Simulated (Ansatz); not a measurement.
The system is CdSe.

```
CELL_PARAMETERS angstrom
0.00000 3.07027 3.07027
3.07027 0.00000 3.07027
3.07027 3.07027 0.00000
ATOMIC_POSITIONS crystal
Cd 0.00000 0.00000 0.00000
Se 0.25000 0.25000 0.25000
```

Measurements of this composition are mostly on another form, of space group No. 186.

* Program: Ansatz 0.2.0
* Task: relaxation of cell and atoms
* Functional: RPBE
* Potentials or basis: all-electron LAPW, scalar-relativistic
* Basis error allowed: 0.001 eV/atom
* k mesh: 8 × 8 × 8
* Occupations: fermi-dirac, width 0.05 eV
* Spin: no spin polarisation

At the start: volume 28.94 Å³/atom.

Q: How do energy, volume and symmetry change on relaxing?

A: Over 5 steps the energy falls by 19.6 meV/atom and the volume is 31.03 Å³/atom (+7.2 %); space group F-43m (No. 216, to 0.05 Å).

The path:
```
step  energy change (eV)  largest force (eV/Å)  volume (Å³)
   1              0.0000                0.0000        57.88
   2             -0.0376                0.0000        63.00
   3             -0.0392                0.0000        62.18
   4             -0.0393                0.0000        62.06
   5             -0.0393                0.0000        62.06
```

Final structure:
```
Cd Se
1.0
     0.00000    3.14247    3.14247
     3.14247    0.00000    3.14247
     3.14247    3.14247    0.00000
Cd Se
1 1
Direct
  0.00000 0.00000 0.00000
  0.25000 0.25000 0.25000
```
